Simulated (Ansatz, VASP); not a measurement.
## Ba in VASP and in Ansatz

```
CELL_PARAMETERS angstrom
3.99965 0.00000 0.00000
0.00000 3.99965 0.00000
0.00000 0.00000 3.60554
ATOMIC_POSITIONS crystal
Ba 0.50000 0.50000 0.50000
```

This isn't the form of Ba at room conditions, which is bcc.

Alike in both runs: task single point; functional PBEsol; k mesh 12 × 12 × 14; occupations gaussian, width 0.15 eV; no spin polarisation.

|  | VASP | Ansatz |
| --- | --- | --- |
| version | VASP 6.6.1 | Ansatz 0.2.0 |
| potentials or method | VASP PAW PBE potentials, release 64 (Ba_sv) | scalar-relativistic, plane waves, PAW |
| plane-wave cutoff (eV) | 520 | 420 |
| valence electrons in the cell | 10 | 10 |

```tsv
	VASP	Ansatz	Ansatz less VASP
gap on the k mesh at the Fermi level (eV)	none	none	-
pressure (GPa)	0.0	-0.2	-0.19
largest component of the traceless stress (GPa)	2.59	2.47	-0.117
```

A gap of «none» marks a metal or a gap that the smearing closes. With one functional, cell and mesh, what is left measures potentials, basis and numerics.

Caveats: the PAW data sets were made with another functional, which shifts forces and pressure a little (VASP). Spin-orbit coupling is left out, which matters for the levels of Ba.
